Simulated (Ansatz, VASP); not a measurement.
## Si: VASP beside Ansatz

The input INCAR:

```
SYSTEM = Si
PREC = Accurate
ENCUT = 520
EDIFF = 1E-6
ISMEAR = -1
SIGMA = 0.05
LREAL = .False.
LASPH = .True.
NELM = 80
ALGO = Normal
ISIF = 2
LWAVE = .False.
LCHARG = .True.
GGA = RE
IVDW = 13
LELF = .True.
LVHAR = .True.
NBANDS = 11
```

File KPOINTS:

```
Automatic mesh
0
Gamma
  8 8 8
  0 0 0
```

POSCAR

```
Si
1.0
    0.0000000000      2.7398772164      2.7398772164
    2.7398772164      0.0000000000      2.7398772164
    2.7398772164      2.7398772164      0.0000000000
Si
2
Direct
    0.5000000000      0.5000000000      0.5000000000
    0.7500000000      0.7500000000      0.7500000000
```

input.yaml

```yaml
crystal:
  lattice:
    - [0.0, 2.7398772164, 2.7398772164]
    - [2.7398772164, 0.0, 2.7398772164]
    - [2.7398772164, 2.7398772164, 0.0]
  atoms:
    - { symbol: Si, position: [0.5, 0.5, 0.5] }
    - { symbol: Si, position: [0.75, 0.75, 0.75] }
hamiltonian:
  xc: revpbe
  pseudopotentials: { kind: paw }
  dispersion: d4
kpoints:
  mp_grid: { grid: [8, 8, 8] }
scf:
  occupations: { method: fermi_dirac, width: 0.05 }
output:
  forces: true
  stress: true
  eigenvalues: true
```

Alike in both runs: task single point; functional revPBE; dispersion D4; k mesh 8 × 8 × 8; occupations fermi-dirac, width 0.05 eV; no spin polarisation.

|  | VASP | Ansatz |
| --- | --- | --- |
| version | VASP 6.6.1 | Ansatz 0.2.0 |
| potentials or method | VASP PAW PBE potentials, release 64 (Si) | Ansatz PAW |
| plane-wave cutoff (eV) | 520 | 420 |
| valence electrons in the cell | 8 | 8 |

|  | VASP | Ansatz | Ansatz less VASP |
| --- | --- | --- | --- |
| gap on the k mesh at the Fermi level (eV) | 0.70 | 0.70 | 0.000 |
| least direct gap on the mesh (eV) | 2.56 | 2.56 | -0.002 |
| pressure (GPa) | -4.2 | -4.0 | +0.19 |
| dispersion energy (meV/atom) | -571.0 | -571.2 | -0.14 |

Caveats: the PAW data sets were made with another functional, which shifts forces and pressure a little (VASP); the PAW data sets come from PBE, with cores solved anew for the run's functional, which leaves a small shift of forces and pressure (Ansatz). Expect the measured gap to be larger: semilocal functionals such as revPBE lack the derivative discontinuity. A k mesh can miss the band edges.
